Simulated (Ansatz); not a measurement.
**Ge in Ansatz: the effect of functional**

Ge:

```
Ge
1.0
    -2.49590    2.65086    1.43695
     2.49590   -2.65086    1.43695
     2.49590    2.65086   -1.43695
Ge
2
Direct
  0.31406 0.06406 0.25000
  0.68594 0.93594 0.75000
```

This isn't the form of Ge at room conditions, which is diamond.

Alike in all runs:

| Quantity | Value |
| --- | --- |
| Program | Ansatz 0.2.0 |
| Task | band structure |
| Potentials or basis | Ansatz PAW |
| k mesh | 11 × 11 × 11 |
| Occupations | fermi-dirac, width 0.05 eV |
| Spin | no spin polarisation |

```tsv
functional	cutoff	pressure (GPa)	largest force (eV/Å)
PBE	420 eV (not typed: the program's choice for these potentials)	1.2	0.06
PBEsol	420 eV (not typed: the program's choice for these potentials)	-2.5	0.06
RPBE	420 eV (not typed: the program's choice for these potentials)	2.9	0.05
revPBE	420 eV (not typed: the program's choice for these potentials)	?	?
BLYP	420 eV (not typed: the program's choice for these potentials)	7.4	0.08
r2SCAN	500 eV (not typed: the program's choice for these potentials)	-1.3	0.09
```

Q: What does the run with functional revPBE give?

A: Pressure 2.4 GPa; largest force 0.06 eV/Å.

Caveats: the PAW data sets come from PBE, with cores solved anew for the run's functional, which leaves a small shift of forces and pressure (some runs).
